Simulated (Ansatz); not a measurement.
I need a scan of the Hubbard U of EuS, space group Fm-3m. Use the Ansatz DFT code, driven from Python. Level of theory (first run): PBEsol, PAW, the default cutoff (420 eV here), 7×7×7 k-points, Fermi-Dirac smearing of 0.3 eV, collinear spin.

```
Eu S
1.0
     0.00000    2.97850    2.97850
     2.97850    0.00000    2.97850
     2.97850    2.97850    0.00000
Eu S
1 1
Cartesian
  0.0000 0.0000 0.0000
  2.9785 2.9785 2.9785
```

The script, `eus_plus_u.py`:
```python
"""How the states of EuS follow the Hubbard U."""

import ansatz as az
import numpy as np


def count_gap(report):
    # lowest empty less highest filled band, counting bands; zero where they overlap
    return max(report.get("gap_by_band_count_ev") or 0.0, 0.0)

vectors = np.array([
    [0.0, 2.9785, 2.9785],
    [2.9785, 0.0, 2.9785],
    [2.9785, 2.9785, 0.0],
])
system = (
    az.Lattice.of(vectors)
    .atom("Eu", (0.0, 0.0, 0.0))
    .atom("S", (0.5, 0.5, 0.5))
    .moments(Eu=4.9)
)

job = (
    system.calculation()
    .functional("pbesol")
    .kpoints(7, center="gamma")
    .occupations("Fermi-Dirac", width=0.3)
    .spin("collinear")
    .mixing("msr1", beta=0.1)
    .eigensolver("davidson")
    .band_table()
)
rows = []
for u in [0.0, 1.5, 3.0, 4.5, 6.0]:
    data = job.hubbard("Eu", "f", u_eff=u).run().report
    shell = data["hubbard"]["n_scf"]
    rows.append((u, count_gap(data), sum(shell) / len(shell), max(abs(m) for m in data["site_moments_mub"]), data["n_iterations"]))
lines = [",".join(["U_eff eV", "gap by band count eV", "Eu f occupation (projector)", "largest moment muB", "iterations"])] + [",".join(f"{v:.4f}" if isinstance(v, float) else str(v) for v in row) for row in rows]
print("\n".join(lines))
with open("plus_u.csv", "w") as handle:
    handle.write("\n".join(lines) + "\n")
```

Running `python eus_plus_u.py` prints:
```text
DeckWarning: basis.ecutwfc = 420 eV, auto-derived from the records' recommended cutoffs: set by Eu (normal level)
DeckWarning: where an SCF of this run starts from atoms to list the orders of its open shells, Eu (site 0, from 0) starts with 6.32 μB on its 4f shell, in the place of the 4.90 μB that the deck gives it: an open f shell starts with all that it can hold by [...]
DeckWarning: the search for the orbital order before the SCF starts Eu (site 0, from 0) with 5.00 μB on its 4f shell, in the place of the 4.90 μB that the input gives it: the given moment's sign is kept, and its size can only select the number of f electrons. [...]
U_eff eV,gap by band count eV,Eu f occupation (projector),largest moment muB,iterations
0.0000,0.0000,6.7346,6.6529,14
1.5000,0.0000,6.8092,6.7209,32
3.0000,0.1025,6.8745,6.7756,27
4.5000,0.3964,6.9258,6.8174,39
6.0000,0.6897,6.9603,6.8458,34
```
(Warnings from the package without file and line, shortened.)

From U = 0 to 6 eV the largest site moment goes from 6.65 to 6.85 μB.

Notes:
- Open f shells: with a Hubbard U, without spin-orbit coupling; the state reached hangs on the start and needn't be the lowest.
- U, its shell and the double counting are chosen to explore, and aren't derived for this compound.
- A gap by band count of zero or less means overlapping bands, a metal.
- Of the deposited cell: the entry's cell lengths or inner coordinates differ somewhat from later room-temperature determinations.
- The starting cell is as deposited in a crystallographic database; the results hold for this polymorph, which needn't be the stable one.
- Gaps and levels are Kohn-Sham values on a finite set of k-points, without spin-orbit coupling.
- Shell occupations and the effect of U depend on the projectors; a run with no .spin step is spin-unpolarised, and each U may end in a state that isn't the lowest.
- Wall time of the script: 3.1 min on 1 thread of Arm Neoverse V1, with other jobs on the host, peak memory 0.45 GiB.

(A comment or docstring line of the script was reworded after the run, the code is as it ran.)
